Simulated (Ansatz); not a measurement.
Crystal: Al2O3.

```
Al O
1.0
     2.88432    0.00000    0.00000
    -1.44216    2.49790    0.00000
     0.00000    0.00000    9.33675
Al O
2 3
Direct
  0.00000 0.00000 0.85001
  0.00000 0.00000 0.14999
  0.33333 0.66667 0.77768
  0.66667 0.33333 0.00000
  0.33333 0.66667 0.22232
```

Measurements of this composition are mostly on another form, of space group No. 167.

Base run:

```yaml
Program: Ansatz 0.2.0
Functional: PBEsol
Potentials_or_basis: Ansatz PAW
Cutoff: "420 eV (not typed: the program's choice for these potentials)"
k_mesh: 11 × 11 × 3
Occupations: fermi-dirac, width 0.05 eV
Spin: no spin polarisation
```

Its results: band gap on the k mesh 4.75 eV, indirect (least direct gap 5.00 eV); pressure -2.9 GPa; largest force 0.125 eV/Å.

Q: The run is repeated on the same cell with these changes: functional from PBEsol to r2SCAN; cutoff from 420 eV (not typed: the program's choice for these potentials) to 500 eV (not typed: the program's choice for these potentials). What comes out?

A: Band gap on the k mesh 5.63 eV, indirect (least direct gap 5.85 eV); pressure -4.5 GPa; largest force 0.394 eV/Å.

r2SCAN gives the wider gap, since meta-GGAs in the generalised Kohn-Sham scheme recover part of the derivative discontinuity.

Caveats: the PAW data sets come from PBE, with cores solved anew for the run's functional, which leaves a small shift of forces and pressure.
